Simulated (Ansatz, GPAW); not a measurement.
This is a calculation of Mo for GPAW 26.7.0 (ASE script). 

File run.py:

```python
from ase import Atoms
from ase.dft.bandgap import bandgap
from ase.io import write
from ase.units import Bohr, GPa
from gpaw import GPAW, PW
from gpaw.elf import elf_from_dft_calculation

atoms = Atoms(['Mo'],
              cell=[[-1.5838089719, 1.5838089719, 1.5838089719],
                    [1.5838089719, -1.5838089719, 1.5838089719],
                    [1.5838089719, 1.5838089719, -1.5838089719]],
              scaled_positions=[[0.0, 0.0, 0.0]],
              pbc=True)

calc = GPAW(mode=PW(600),
            xc='PBE',
            kpts={'size': (12, 12, 12), 'gamma': True},
            occupations={'name': 'methfessel-paxton', 'order': 0, 'width': 0.013000000000000001},
            nbands=16,
            convergence={'density': 1e-05, 'energy': 1e-05},
            maxiter=150,
            txt='gpaw.txt')
atoms.calc = calc
energy = atoms.get_potential_energy()
forces = atoms.get_forces()
stress = atoms.get_stress()
calc.write('gs.gpw')
write('result.traj', atoms)
print(f'Energy: {energy:.6f} eV')
print('Forces (eV/A):')
print(forces.round(4))
print('Stress (GPa):', (stress / GPa).round(3))
print('Fermi level:', round(calc.get_fermi_level(), 4), 'eV')
print(f'Gap: {bandgap(calc)[0]:.4f} eV, direct: {bandgap(calc, direct=True)[0]:.4f} eV')

# fields on the real-space grid
write('density.cube', atoms, data=calc.get_pseudo_density() * Bohr**3)
write('potential.cube', atoms, data=calc.get_electrostatic_potential())
write('elf.cube', atoms, data=elf_from_dft_calculation(calc).data)
```

Potentials or basis: GPAW PAW data sets (gpaw-data 1.2.1), pw.

Launch:

```console
$ OMP_NUM_THREADS=1 python run.py
```

Set up the same calculation for Ansatz 0.2.0. Potentials or basis there: all-electron LAPW, scalar-relativistic.

As run (cutoffs and basis follow the program's own potentials, and thresholds, step limits or extra output files can differ):

input.yaml

```yaml
crystal:
  lattice:
    - [-1.5838089719, 1.5838089719, 1.5838089719]
    - [1.5838089719, -1.5838089719, 1.5838089719]
    - [1.5838089719, 1.5838089719, -1.5838089719]
  atoms:
    - { symbol: Mo, position: [0.0, 0.0, 0.0] }
kpoints:
  mp_grid: { grid: [12, 12, 12] }
scf:
  occupations: { method: gaussian, width: 0.013 }
hamiltonian:
  xc: pbe
  pseudopotentials: { kind: all_electron, lapw: { basis_error: 0.001 } }
output:
  forces: true
  stress: true
  eigenvalues: true
```

Potentials or basis: all-electron LAPW, scalar-relativistic.

Launch:

```sh
$ ansatz run input.yaml --threads 1 --pin off --max-ram 3072MiB --backend cpu --events-out ev --progress --plain --runs-dir out
```

Both were run:

|  | GPAW | Ansatz |
| --- | --- | --- |
| Pressure | -2.3 GPa | -1.9 GPa |

Where Ansatz's input types no cutoff or centring, it takes its own default and a Γ-centred mesh.

Pressure is positive in compression.
